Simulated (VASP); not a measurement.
# HfO2 (P4_2/nmc) in VASP: single point with PBEsol

Aim: the single point of HfO2 with PBEsol.

Program: VASP 6.6.1. These are calculated values, not measurements. Logs are shortened: lines on timing, memory, paths and dates and some standing lists are left out, and cuts for length are marked.

**1. The structure**

The structure is tetragonal, space group P4_2/nmc (No. 137). Conventional cell: a = 3.551 Å, b = 3.551 Å, c = 5.129 Å, α = 90.00°, β = 90.00°, γ = 90.00°. Hf (site symmetry -4m2) is surrounded by 8 O at 2.06 to 2.34 Å. Around O (site symmetry 2mm) lie 4 Hf at 2.06 to 2.34 Å.

Measurements of this composition are mostly on another form, of space group No. 14.

**2. Single point, PBEsol, non-collinear spin, zero start, spin-orbit coupling**

Input file INCAR:

```
SYSTEM = HfO2
  ALGO = Normal
  EDIFF = 1E-7
  ENCUT = 520
  GGA = PS
  GGA_COMPAT = .False.
  ISIF = 2
  ISMEAR = 0
  LASPH = .True.
  LCHARG = .True.
  LMAXMIX = 4
  LNONCOLLINEAR = .True.
  LORBIT = 11
  LREAL = .False.
  LSORBIT = .True.
  LVHAR = .True.
  LWAVE = .False.
  MAGMOM = 0 0 0 0 0 0 0 0 0 0 0 0 0 0 0 0 0 0
  NBANDS = 60
  NELM = 100
  PREC = Accurate
  SIGMA = 0.02
```

Input file KPOINTS:

```
k-points
0
Gamma
  6 6 6
  0 0 0
```

Input file POSCAR:

```
HfO2
1.0
    3.5509100000      0.0000000000      0.0000000000
    0.0000000000      3.5509100000      0.0000000000
    0.0000000000      0.0000000000      5.1293700000
Hf O
2 4
Direct
    0.5000000000      0.5000000000      0.5000000000
    0.0000000000      0.0000000000      0.0000000000
    0.0000000000      0.5000000000      0.7024500000
    0.5000000000      1.0000000000      0.7975500000
    0.5000000000      0.0000000000      0.2975500000
    0.0000000000      0.5000000000      0.2024500000
```

Potentials or basis: VASP PAW PBE potentials, release 64 (Hf_pv, O).

On the command line:

```console
$ cat potpaw_PBE.64/Hf_pv/POTCAR potpaw_PBE.64/O/POTCAR > POTCAR
$ mpirun -np 1 vasp_ncl > vasp.out
```

OUTCAR:

```text
SYSTEM = HfO2
   EDIFF = 1E-7
   ENCUT = 520
   GGA = PS
   ISIF = 2
   ISMEAR = 0
   LASPH = .True.
   LNONCOLLINEAR = .True.
   LORBIT = 11
   LREAL = .False.
   LSORBIT = .True.
   NELM = 100
   PREC = Accurate

 ion  position               nearest neighbor table
   1  0.500  0.500  0.500-   3 2.06   5 2.06   5 2.06   3 2.06   4 2.34   4 2.34   6 2.34   6 2.34
                             2 3.59   2 3.59   2 3.59   2 3.59   2 3.59   2 3.59   2 3.59   2 3.59
   2  0.000  0.000  0.000-   4 2.06   6 2.06   6 2.06   4 2.06   3 2.34   5 2.34   3 2.34   5 2.34
                             1 3.59   1 3.59   1 3.59   1 3.59   1 3.59   1 3.59   1 3.59   1 3.59
   3  0.000  0.500  0.702-   1 2.06   1 2.06   2 2.34   2 2.34
   4  0.500  0.000  0.798-   2 2.06   2 2.06   1 2.34   1 2.34
   5  0.500  0.000  0.298-   1 2.06   1 2.06   2 2.34   2 2.34
   6  0.000  0.500  0.202-   2 2.06   2 2.06   1 2.34   1 2.34

  LATTYP: Found a simple tetragonal cell.
 ALAT       =     3.5509100000
 C/A-ratio  =     1.4445226717

  Lattice vectors:

 A1 = (   3.5509100000,   0.0000000000,   0.0000000000)
 A2 = (   0.0000000000,   3.5509100000,   0.0000000000)
 A3 = (   0.0000000000,   0.0000000000,   5.1293700000)

Analysis of symmetry for initial positions (statically):
=====================================================================
 Subroutine PRICEL returns:
 Original cell was already a primitive cell.

 Routine SETGRP: Setting up the symmetry group for a
 simple tetragonal supercell.

 Subroutine GETGRP returns: Found 16 space group operations
 (whereof  8 operations were pure point group operations)
 out of a pool of 16 trial point group operations.

The static configuration has the point symmetry D_2d.
 The point group associated with its full space group is D_4h.

Analysis of symmetry for dynamics (positions and initial velocities):
=====================================================================
 Subroutine PRICEL returns:
 Original cell was already a primitive cell.

 Routine SETGRP: Setting up the symmetry group for a
 simple tetragonal supercell.

 Subroutine GETGRP returns: Found 16 space group operations
 (whereof  8 operations were pure point group operations)
 out of a pool of 16 trial point group operations.

The dynamic configuration has the point symmetry D_2d.
 The point group associated with its full space group is D_4h.

Analysis of structural, dynamic, and magnetic symmetry:
=====================================================================
 Subroutine PRICEL returns:
 Original cell was already a primitive cell.

 Routine SETGRP: Setting up the symmetry group for a
 simple tetragonal supercell.

 Subroutine GETGRP returns: Found 16 space group operations
 (whereof  8 operations were pure point group operations)
 out of a pool of 16 trial point group operations.

The overall configuration has the point symmetry D_2d.
 The point group associated with its full space group is D_4h.

 Subroutine INISYM returns: Found 16 space group operations
 (whereof  8 operations are pure point group operations),
 and found     1 'primitive' translations

----------------------------------------------------------------------------------------

                                     Primitive cell

  volume of cell :      64.6760

  direct lattice vectors                    reciprocal lattice vectors
     3.550910000  0.000000000  0.000000000     0.281617951  0.000000000  0.000000000
     0.000000000  3.550910000  0.000000000     0.000000000  0.281617951  0.000000000
     0.000000000  0.000000000  5.129370000     0.000000000  0.000000000  0.194955716

  length of vectors
     3.550910000  3.550910000  5.129370000     0.281617951  0.281617951  0.194955716

  position of ions in fractional coordinates (direct lattice)
     0.500000000  0.500000000  0.500000000
     0.000000000  0.000000000  0.000000000
     0.000000000  0.500000000  0.702450000
     0.500000000  0.000000000  0.797550000
     0.500000000  0.000000000  0.297550000
     0.000000000  0.500000000  0.202450000

  ion indices of the primitive-cell ions
   primitive index   ion index
                 1           1
                 2           2
                 3           3
                 4           4
                 5           5
                 6           6
[... 113 lines left out ...]

 number of electron      44.0000023 magnetization      -0.0000000     -0.0000000      0.0000000

 number of electron      44.0000023 magnetization      -0.0000000     -0.0000000     -0.0000000

 Free energy of the ion-electron system (eV)
  ---------------------------------------------------
  ext. energy  EPLUGINS =         0.00000000
  ---------------------------------------------------
  free energy    TOTEN  =       -64.67164601 eV

  energy without entropy =      -64.67164601  energy(sigma->0) =      -64.67164601

 E-fermi :   3.7104     XC(G=0): -12.1373

 val. band max:        3.4961928652   @ k =   0.5000   0.5000   0.5000
 cond. band min:       8.0671919755   @ k =   0.0000   0.0000   0.0000
 fundamental gap:      4.5709991103
 Fermi energy:         3.7104187071

 k-point     1 :       0.0000    0.0000    0.0000
  band No.  band energies     occupation
      1     -30.2128      1.00000
      2     -30.2128      1.00000
      3     -30.0836      1.00000
      4     -30.0836      1.00000
      5     -23.6203      1.00000
      6     -23.6203      1.00000
[... 1405 lines left out ...]
     55      11.0834      0.00000
     56      11.0834      0.00000

 [... further k-points ...]

 [bands above 56 left out]

------------------------ aborting loop because EDIFF is reached ----------------------------------------

  FORCE on cell =-STRESS in cart. coord.  units (eV):
  Direction    XX          YY          ZZ          XY          YZ          ZX
  --------------------------------------------------------------------------------------
  -------------------------------------------------------------------------------------
  Total        0.1300182      0.1300182      0.1444271      0.0000000      0.0000000      0.0000000
  in kB        3.2208575      3.2208575      3.5777988      0.0000000      0.0000000      0.0000000
  external PRESSURE =       3.3398380 kB  Pullay stress =       0.0000000 kB

 VOLUME and BASIS-vectors are now :
 -----------------------------------------------------------------------------
  energy-cutoff  :      520.00
  volume of cell :       64.68
      direct lattice vectors                 reciprocal lattice vectors
     3.550910000  0.000000000  0.000000000     0.281617951  0.000000000  0.000000000
     0.000000000  3.550910000  0.000000000     0.000000000  0.281617951  0.000000000
     0.000000000  0.000000000  5.129370000     0.000000000  0.000000000  0.194955716

 POSITION                                       TOTAL-FORCE (eV/Angst)
 -----------------------------------------------------------------------------------
      1.77546      1.77546      2.56468        -0.000000      0.000000     -0.000000
      0.00000      0.00000      0.00000        -0.000000     -0.000000     -0.000000
      0.00000      1.77546      3.60313        -0.000000      0.000000     -0.009243
      1.77546      0.00000      4.09093         0.000000      0.000000      0.009243
      1.77546      0.00000      1.52624         0.000000      0.000000      0.009243
      0.00000      1.77546      1.03844        -0.000000      0.000000     -0.009243
 -----------------------------------------------------------------------------------
    total drift:                                0.000000     -0.000000     -0.000000

  FREE ENERGIE OF THE ION-ELECTRON SYSTEM (eV)
  ---------------------------------------------------
  free  energy   TOTEN  =       -64.6716460100 eV

  energy  without entropy=      -64.6716460100  energy(sigma->0) =      -64.67164601

 Spin-Orbit-Coupling matrix elements

 Ion:    1  E_soc:     -1.2476480
 l=   1
     0.0000000    -0.2042439    -0.2037141
    -0.2042439     0.0000000    -0.2042439
    -0.2037141    -0.2042439     0.0000000
 l=   2
     0.0000000    -0.0007185     0.0000000    -0.0007185    -0.0030174
    -0.0007185     0.0000000    -0.0020967    -0.0009999    -0.0009873
     0.0000000    -0.0020967     0.0000000    -0.0020967     0.0000000
    -0.0007185    -0.0009999    -0.0020967     0.0000000    -0.0009873
    -0.0030174    -0.0009873     0.0000000    -0.0009873     0.0000000
 l=   3
     0.0000000     0.0000000     0.0000000     0.0000000     0.0000000     0.0000000     0.0000000
     0.0000000     0.0000000     0.0000000     0.0000000     0.0000000     0.0000000     0.0000000
     0.0000000     0.0000000     0.0000000     0.0000000     0.0000000     0.0000000     0.0000000
     0.0000000     0.0000000     0.0000000     0.0000000     0.0000000     0.0000000     0.0000000
[... 89 lines left out ...]
 l=   2
     0.0000000     0.0000000     0.0000000     0.0000000     0.0000000
     0.0000000     0.0000000     0.0000000     0.0000000     0.0000000
     0.0000000     0.0000000     0.0000000     0.0000000     0.0000000
     0.0000000     0.0000000     0.0000000     0.0000000     0.0000000
     0.0000000     0.0000000     0.0000000     0.0000000     0.0000000
 l=   3
     0.0000000     0.0000000     0.0000000     0.0000000     0.0000000     0.0000000     0.0000000
     0.0000000     0.0000000     0.0000000     0.0000000     0.0000000     0.0000000     0.0000000
     0.0000000     0.0000000     0.0000000     0.0000000     0.0000000     0.0000000     0.0000000
     0.0000000     0.0000000     0.0000000     0.0000000     0.0000000     0.0000000     0.0000000
     0.0000000     0.0000000     0.0000000     0.0000000     0.0000000     0.0000000     0.0000000
     0.0000000     0.0000000     0.0000000     0.0000000     0.0000000     0.0000000     0.0000000
     0.0000000     0.0000000     0.0000000     0.0000000     0.0000000     0.0000000     0.0000000

 total charge

# of ion       s       p       d       tot
------------------------------------------
    1        0.317   6.674   1.502   8.492
    2        0.317   6.674   1.502   8.492
    3        1.559   3.543   0.000   5.101
    4        1.559   3.543   0.000   5.101
    5        1.559   3.543   0.000   5.101
    6        1.559   3.543   0.000   5.101
--------------------------------------------------
tot          6.868  27.519   3.003  37.390

 magnetization (x)

# of ion       s       p       d       tot
------------------------------------------
    1       -0.000   0.000   0.000   0.000
    2       -0.000   0.000   0.000   0.000
    3        0.000   0.000   0.000   0.000
    4        0.000   0.000   0.000   0.000
    5        0.000   0.000   0.000   0.000
    6        0.000   0.000   0.000   0.000
--------------------------------------------------
tot         -0.000   0.000   0.000   0.000

 magnetization (y)

# of ion       s       p       d       tot
------------------------------------------
    1        0.000  -0.000  -0.000  -0.000
    2        0.000   0.000  -0.000  -0.000
    3        0.000   0.000   0.000   0.000
    4       -0.000   0.000   0.000   0.000
    5        0.000   0.000   0.000   0.000
    6        0.000   0.000   0.000   0.000
--------------------------------------------------
tot          0.000   0.000  -0.000  -0.000

 magnetization (z)

# of ion       s       p       d       tot
------------------------------------------
    1        0.000  -0.000   0.000   0.000
    2        0.000   0.000   0.000   0.000
    3       -0.000  -0.000   0.000  -0.000
    4        0.000  -0.000   0.000  -0.000
    5       -0.000   0.000   0.000   0.000
    6        0.000   0.000   0.000   0.000
--------------------------------------------------
tot          0.000  -0.000   0.000   0.000
```

Wall time 3.8 min (1 thread of Intel Xeon Platinum 8488C (Sapphire Rapids), shared host); peak memory 0.43 GiB.

Results:

```yaml
Free_energy: -64.6716 eV
Pressure: 0.3 GPa
Largest_force: 0.009 eV/Å
Net_moment: 0.00 μB per cell
Valence_electrons_inside_the_program's_atomic_spheres: Hf 8.49; O 5.10
```

Forces on the atoms (eV/Å):
```
Hf   0.000  0.000  0.000
Hf   0.000  0.000  0.000
O    0.000  0.000 -0.009
O    0.000  0.000  0.009
O    0.000  0.000  0.009
O    0.000  0.000 -0.009
```

Moments on the atoms (μB; x, y, z):
```
Hf  0.00 0.00 0.00
Hf  0.00 0.00 0.00
O   0.00 0.00 0.00
O   0.00 0.00 0.00
O   0.00 0.00 0.00
O   0.00 0.00 0.00
```

Caveat: the PAW data sets were made with another functional, which shifts forces and pressure a little.
